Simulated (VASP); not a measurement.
# PbSe in VASP: one cell, several levels of theory

PbSe in the zincblende structure, under +2.0 % strain along x alone is computed at one geometry. Runs: PBE, r2SCAN. The results are then set beside those of Ansatz 0.2.0 for the same cell. This is a trial cell built on a prototype, not taken from a measured structure, and it needn't be the compound's ground state.

The runs shown are made with VASP 6.6.1. PAW datasets, plane waves. These are computed values for a spin-unpolarised cell that may be hypothetical; none is a measurement.

### 1 The system as given

The cell comes from an earlier relaxation with r2SCAN in another program, then strained, with the atoms relaxed again.

The symmetry is I-4m2 (No. 119, tetragonal); conventional cell a = 4.841 Å, c = 6.982 Å, 40.91 Å³ an atom. Around Pb lie 4 Se at 2.98 Å; around Se lie 4 Pb at 2.98 Å.

As a file:

Space group I-4m2 (No. 119). a = 4.841 Å, b = 4.841 Å, c = 6.982 Å, α = 90.00°, β = 90.00°, γ = 90.00°
```
atom  site  symmetry       x       y       z
  Pb    2a      -4m2  0.0000  0.0000  0.0000
  Se    2d      -4m2  0.5000  0.0000  0.2500
```

### 2 Single point with PBE

Contents of INCAR:

```
ENCUT = 520.000000
SIGMA = 0.020000
EDIFF = 1.00e-07
GGA = PE
PREC = Accurate
IBRION = -1
ISIF = 2
ISMEAR = -1
NBANDS = 17
NELM = 120
NSW = 0
LASPH = .TRUE.
LCHARG = .TRUE.
LELF = .TRUE.
LWAVE = .FALSE.
LREAL = .FALSE.
```

Contents of KPOINTS:

```
KPOINTS created by Atomic Simulation Environment
0
Gamma
6 6 6
0 0 0
```

Contents of KPOINTS_OPT:

```
special points
8
Reciprocal
0.0000000000 0.0000000000 0.0000000000 1
-0.5000000000 -0.5000000000 0.0000000000 1
-0.3750000000 -0.3750000000 0.2500000000 1
-0.3750000000 0.0000000000 0.3750000000 1
0.0000000000 0.0000000000 0.5000000000 1
-0.5000000000 -0.2500000000 0.2500000000 1
0.2447920000 -0.5000000000 -0.2552080000 1
0.5000000000 0.0000000000 0.5000000000 1
```

Contents of POSCAR:

```
Pb Se
 1.0000000000000000
     0.0000000000000000    3.4232041309999999    3.4232041309999999
     3.4909835727999998    0.0000000000000000    3.4232041309999999
     3.4909835727999998    3.4232041309999999    0.0000000000000000
 Pb  Se
   1   1
Cartesian
  0.0000000000000000  0.0000000000000000  0.0000000000000000
  1.7454917863999999  1.7116020654999999  1.7116020654999999
```

Potentials: the recommended PBE PAW datasets, 20 valence electrons in the neutral cell.

Launch:

```console
$ mpirun -np 1 vasp_std
```

Standard output, without the iteration lines:

```text
POSCAR found type information on POSCAR PbSe
 POSCAR found :  2 types and       2 ions
 LDA part: xc-table for (Slater+PW92), standard interpolation
 POSCAR, INCAR and KPOINTS ok, starting setup
 FFT: planning ... GRIDC
 FFT: planning ... GRID_SOFT
 FFT: planning ... GRID
 WAVECAR not read
 entering main loop
 Start KPOINTS_OPT (optional k-point list driver)
k-point batch [1-8\8]
```

OSZICAR:

```text
N       E                     dE             d eps       ncg     rms          rms(c)
DAV:   1     0.161861834092E+03    0.16186E+03   -0.89681E+03  1020   0.109E+03
DAV:   2     0.557911656331E+01   -0.15628E+03   -0.15153E+03  1063   0.288E+02
DAV:   3    -0.794085885570E+01   -0.13520E+02   -0.13430E+02  1329   0.932E+01
DAV:   4    -0.829243422148E+01   -0.35158E+00   -0.35121E+00  1226   0.187E+01
DAV:   5    -0.830467994456E+01   -0.12246E-01   -0.12245E-01  1375   0.332E+00    0.302E+00
DAV:   6    -0.783712130472E+01    0.46756E+00   -0.12742E+00  1528   0.645E+00    0.168E+00
DAV:   7    -0.783229317673E+01    0.48281E-02   -0.16126E-01  1088   0.172E+00    0.895E-01
DAV:   8    -0.783803258041E+01   -0.57394E-02   -0.18524E-02  1143   0.143E+00    0.140E-01
DAV:   9    -0.783812949575E+01   -0.96915E-04   -0.57945E-03  1374   0.582E-01    0.104E-01
DAV:  10    -0.783855517397E+01   -0.42568E-03   -0.67133E-04  1066   0.179E-01    0.347E-02
DAV:  11    -0.783866608700E+01   -0.11091E-03   -0.21585E-04  1197   0.109E-01    0.167E-02
DAV:  12    -0.783868190741E+01   -0.15820E-04   -0.37954E-05  1153   0.538E-02    0.491E-03
DAV:  13    -0.783868350552E+01   -0.15981E-05   -0.19337E-06  1227   0.122E-02    0.274E-03
DAV:  14    -0.783868394400E+01   -0.43848E-06   -0.11689E-06  1117   0.763E-03    0.235E-04
DAV:  15    -0.783868394705E+01   -0.30509E-08   -0.60690E-08  1051   0.153E-03
   1 F= -.78386839E+01 E0= -.78386839E+01  d E =-.215958E-09
       N       E                     dE             ncg
DAV:   1     0.102511191501E+04   -0.40642E+04      280
DAV:   2    -0.162019956464E+03   -0.11871E+04      297
DAV:   3    -0.261858043752E+03   -0.99838E+02      322
DAV:   4    -0.264891388272E+03   -0.30333E+01      351
DAV:   5    -0.265003067854E+03   -0.11168E+00      380
DAV:   6    -0.265007329795E+03   -0.42619E-02      407
DAV:   7    -0.265007368678E+03   -0.38882E-04      370
DAV:   8    -0.265007369485E+03   -0.80719E-06      398
DAV:   9    -0.265007369491E+03   -0.59890E-08      276
```

The lines after F= are the extra pass for the points of KPOINTS_OPT, at fixed density; their E is not a total energy.

From OUTCAR:

```text
k-points           NKPTS =     30   k-points in BZ     NKDIM =     30   number of bands    NBANDS=     17

   NELECT =      20.0000    total number of electrons

   dimension x,y,z NGX =    36 NGY =   36 NGZ =   36
   dimension x,y,z NGXF=    72 NGYF=   72 NGZF=   72

  energy-cutoff  :      520.00
  volume of cell :       81.82
      direct lattice vectors                 reciprocal lattice vectors
     0.000000000  3.423204131  3.423204131    -0.143226111  0.146061988  0.146061988
     3.490983573  0.000000000  3.423204131     0.143226111 -0.146061988  0.146061988
     3.490983573  3.423204131  0.000000000     0.143226111  0.146061988 -0.146061988

 k-points in reciprocal lattice and weights: KPOINTS created by Atomic Simulation Env
   0.00000000  0.00000000  0.00000000       0.005
   0.16666667  0.00000000  0.00000000       0.037
   0.33333333 -0.00000000 -0.00000000       0.037
   0.50000000 -0.00000000 -0.00000000       0.019
   0.16666667  0.16666667  0.00000000       0.019
   0.33333333  0.16666667 -0.00000000       0.074
   0.50000000  0.16666667 -0.00000000       0.074
  -0.33333333  0.16666667  0.00000000       0.074
[... 22 more k-points ...]

 E-fermi :   2.4718

 k-point     1 :       0.0000    0.0000    0.0000
  band No.  band energies     occupation
      1     -14.6173      2.00000
      2     -14.6123      2.00000
      3     -14.6123      2.00000
      4     -14.5888      2.00000
      5     -14.5842      2.00000
      6     -10.4959      2.00000
      7      -4.2546      2.00000
      8       0.5601      2.00000
      9       0.6324      2.00000
     10       0.6324      2.00000
     11       4.2812      0.00000
     12       4.2812      0.00000
     13       4.3374      0.00000
     14       6.8860      0.00000
     15      10.2613      0.00000
     16      10.5121      0.00000
     17      11.0256      0.00000

 k-point     2 :       0.1667    0.0000    0.0000
  band No.  band energies     occupation
      1     -14.6204      2.00000
      2     -14.6128      2.00000
      3     -14.6103      2.00000
      4     -14.5887      2.00000
      5     -14.5840      2.00000
      6     -10.3737      2.00000
      7      -4.6177      2.00000
      8       0.4261      2.00000
      9       0.4861      2.00000
     10       0.5908      2.00000
     11       4.2431      0.00000
     12       4.5355      0.00000
     13       4.5718      0.00000
     14       7.9348      0.00000
     15       9.6167      0.00000
     16       9.7680      0.00000
     17      10.6150      0.00000

 k-point     3 :       0.3333   -0.0000   -0.0000
  band No.  band energies     occupation
      1     -14.6313      2.00000
      2     -14.6097      2.00000
      3     -14.6070      2.00000
      4     -14.5876      2.00000
      5     -14.5827      2.00000
      6     -10.0946      2.00000
      7      -5.3137      2.00000
      8       0.1676      2.00000
      9       0.2390      2.00000
     10       0.3605      2.00000
     11       4.8961      0.00000
     12       4.9294      0.00000
     13       5.0456      0.00000
     14       8.6617      0.00000
     15       9.7669      0.00000
     16       9.7992      0.00000
     17      10.9179      0.00000

 k-point     4 :       0.5000   -0.0000   -0.0000
  band No.  band energies     occupation
      1     -14.6369      2.00000
      2     -14.6084      2.00000
      3     -14.6059      2.00000
      4     -14.5866      2.00000
      5     -14.5817      2.00000
      6      -9.9312      2.00000
      7      -5.6627      2.00000
      8       0.0542      2.00000
      9       0.1317      2.00000
     10       0.2142      2.00000
     11       5.0342      0.00000
     12       5.0626      0.00000
     13       5.7733      0.00000
     14       8.7106      0.00000
     15      10.0398      0.00000
     16      10.5060      0.00000
     17      10.5517      0.00000

 k-point     5 :       0.1667    0.1667    0.0000
  band No.  band energies     occupation
      1     -14.6227      2.00000
      2     -14.6127      2.00000
      3     -14.6083      2.00000
      4     -14.5897      2.00000
      5     -14.5832      2.00000
      6     -10.3308      2.00000
      7      -4.7187      2.00000
      8       0.1835      2.00000
      9       0.2378      2.00000
     10       1.0573      2.00000
     11       3.5916      0.00000
     12       4.8840      0.00000
     13       5.0101      0.00000
     14       8.2663      0.00000
     15       8.7003      0.00000
     16      10.5678      0.00000
     17      11.7073      0.00000

 k-point     6 :       0.3333    0.1667   -0.0000
  band No.  band energies     occupation
      1     -14.6329      2.00000
      2     -14.6084      2.00000
      3     -14.6050      2.00000
      4     -14.5900      2.00000
      5     -14.5820      2.00000
      6     -10.0978      2.00000
      7      -5.2716      2.00000
      8      -0.2359      2.00000
      9      -0.0567      2.00000
     10       1.2641      2.00000
     11       3.7008      0.00000
     12       5.3682      0.00000
     13       5.4991      0.00000
     14       8.3624      0.00000
     15       9.5684      0.00000
     16      10.6034      0.00000
     17      11.6358      0.00000

 k-point     7 :       0.5000    0.1667   -0.0000
  band No.  band energies     occupation
      1     -14.6392      2.00000
      2     -14.6065      2.00000
      3     -14.6039      2.00000
      4     -14.5885      2.00000
      5     -14.5816      2.00000
      6      -9.8800      2.00000
      7      -5.7210      2.00000
      8      -0.6474      2.00000
      9      -0.1227      2.00000
     10       1.2409      2.00000
     11       4.4733      0.00000
     12       5.4948      0.00000
     13       5.6843      0.00000
     14       8.8524      0.00000
     15       9.7334      0.00000
     16      10.6769      0.00000
     17      10.8966      0.00000

[... the tables of k-points 8 to 30 left out ...]

  Total        0.0201930      0.0611395      0.0611395      0.0000000      0.0000000     -0.0000000
  in kB        0.3954287      1.1972609      1.1972609      0.0000000      0.0000000     -0.0000000
  external PRESSURE =       0.9299835 kB  Pullay stress =       0.0000000 kB

 POSITION                                       TOTAL-FORCE (eV/Angst)
 -----------------------------------------------------------------------------------
      0.00000      0.00000      0.00000         0.000000     -0.000000     -0.000000
      1.74549      1.71160      1.71160         0.000000      0.000000      0.000000
 -----------------------------------------------------------------------------------
    total drift:                                0.000000      0.000000      0.000000

  FREE ENERGIE OF THE ION-ELECTRON SYSTEM (eV)
  ---------------------------------------------------
  free  energy   TOTEN  =        -7.8386839470 eV

  energy  without entropy=       -7.8386839468  energy(sigma->0) =       -7.83868395
```

Hardware: 1 MPI rank of Intel Xeon Platinum 8488C, shared host.

The levels at the points of KPOINTS_OPT are read from vasprun.xml.

Near the gap, in eV above the top of the last filled band v; c is the band after it:

```csv
point,v−1,v,c,c+1
Γ,-1.57,-1.57,2.08,2.08
X,-2.80,-0.55,0.63,4.72
U,-2.61,-0.40,1.64,3.87
K,-2.61,-0.40,1.64,3.87
L,-2.07,-1.99,2.83,2.86
W,-2.99,-0.05,2.05,2.72
```

Gap with PBE: 0.63 eV, valence top at (0.24, -0.50, -0.26), conduction bottom at X. Least direct gap: 1.16 eV. Pressure: 0.09 GPa; the forces vanish within 0.01 eV/Å.

The maps below are laid out on this run's own conventional cell (a, b, c = 4.841, 4.841, 6.982 Å).

Density in a lattice plane of the grid's cell (edges 4.84 and 6.98 Å, at 0.000 of the third edge), which holds Pb and Se.

Ten even steps from ' ' (-0.16 e/Å³) to '@' (8.41 e/Å³):
```
##++--..                  ..--++
--::..                      ..::
                                
                                
                                
                                
                                
                                
                                
                                
                                
                                
              ......            
            ..      ..          
            ..      ..          
            ..      ..          
              ......            
--::..                      ..::
##++--..                  ..--++
@@##==..                  ..==##
```
Columns run along the first of these edges and rows up along the second, over one cell in 16 and 20 even steps from the bottom left corner. Atoms in the plane (fractional): Pb at (0.00, 0.00), Se at (0.50, 0.25).

ELF in the same plane.

Values, 12 rows by 8 columns:
```
0.26 0.51 0.37 0.08 0.04 0.08 0.37 0.51
0.40 0.35 0.20 0.03 0.01 0.03 0.20 0.35
0.11 0.08 0.03 0.01 0.00 0.01 0.03 0.08
0.02 0.02 0.01 0.01 0.01 0.01 0.01 0.02
0.01 0.01 0.01 0.03 0.04 0.03 0.01 0.01
0.00 0.01 0.09 0.26 0.35 0.26 0.09 0.01
0.01 0.09 0.46 0.72 0.79 0.72 0.46 0.09
0.02 0.20 0.71 0.85 0.80 0.85 0.71 0.20
0.11 0.19 0.75 0.82 0.44 0.82 0.75 0.19
0.40 0.27 0.53 0.86 0.80 0.86 0.53 0.27
0.26 0.46 0.27 0.64 0.79 0.64 0.27 0.46
0.85 0.29 0.36 0.18 0.35 0.18 0.36 0.29
```
Columns run along the first of these edges and rows up along the second, over one cell in 8 and 12 even steps from the bottom left corner. Atoms in the plane (fractional): Pb at (0.00, 0.00), Se at (0.50, 0.25).

Both are smooth fields of the valence electrons: close to the nuclei they are not physical.

Outside the cores ELF peaks at 0.87 in the shell around Se, 0.9 Å from Se.

(Part 1 of 2 ends here.)
